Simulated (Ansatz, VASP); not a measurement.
# As: VASP beside Ansatz

```
CELL_PARAMETERS angstrom
3.57162 0.00000 0.00000
-1.78581 3.09312 0.00000
0.00000 0.00000 28.57384
ATOMIC_POSITIONS crystal
As 0.33333 0.66667 0.47554
As 0.66667 0.33333 0.52446
```

Alike in both runs: task single point; functional PBE; dispersion D3(BJ); k mesh 9 × 9 × 1; occupations gaussian, width 0.02 eV; no spin polarisation.

|  | VASP | Ansatz |
| --- | --- | --- |
| version | VASP 6.6.1 | Ansatz 0.2.0 |
| potentials or method | VASP PAW PBE potentials, release 64 (As) | scalar-relativistic, plane waves, PAW |
| plane-wave cutoff (eV) | 520 | 420 |
| valence electrons in the cell | 10 | 30 |

Ansatz gave:

| Property | Result |
| --- | --- |
| gap on the k mesh at the Fermi level (eV) | 1.55 |
| least direct gap on the mesh (eV) | 2.05 |
| rms of the force components (eV/Å) | 0.000 |

Which values does VASP return?

gap on the k mesh at the Fermi level (eV): 1.55; least direct gap on the mesh (eV): 2.03; rms of the force components (eV/Å): 0.053.

Atom by atom the forces differ by 0.053 eV/Å (rms over components). The two sets of potentials don't hold the same shells in valence.
